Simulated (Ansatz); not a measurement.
BeO:
```xyz
4
Lattice="2.6906 0.0000 0.0000 -1.3453 2.3301 0.0000 0.0000 0.0000 4.3696" Properties=species:S:1:pos:R:3 pbc="T T T"
Be     0.0000     1.5534     4.3691
Be     1.3453     0.7767     2.1843
O      0.0000     1.5534     1.6500
O      1.3453     0.7767     3.8348
```

Relaxed with r²SCAN.

Problem. Give the optical modes at the zone centre with their infrared and Raman activity from DFPT, DFT-r²SCAN in the program Ansatz with PAW potentials.

Solution. Transverse frequencies, without the LO–TO term; a row sums one degenerate level.

| ω (cm⁻¹) | degeneracy | IR ((D/Å)²/amu) | Raman (Å⁴/amu) | activity | symmetry |
|---|---|---|---|---|---|
| 340 | 2 | 0.00 | 0 | silent | E2 |
| 695 | 1 | 27.84 | 2.3 | IR+Raman | A1 |
| 695 | 2 | 0.00 | 1.6 | Raman | E2 |
| 723 | 1 | 0.00 | 0 | silent | B1 |
| 736 | 2 | 52.29 | 0.97 | IR+Raman | E1 |
| 897 | 1 | 0.00 | 0 | silent | B1 |

Problem. How high does the top mode go among those that the LO–TO term moves?

Solution. 1112 cm⁻¹ for q along x, 1112 cm⁻¹ for q along y, 1100 cm⁻¹ for q along z.

Space group P6_3mc (wurtzite). The cell was relaxed with r²SCAN under the symmetry of its start; phonons on a q-mesh show no instability.

Potentials: the later of the program's two PAW sets.
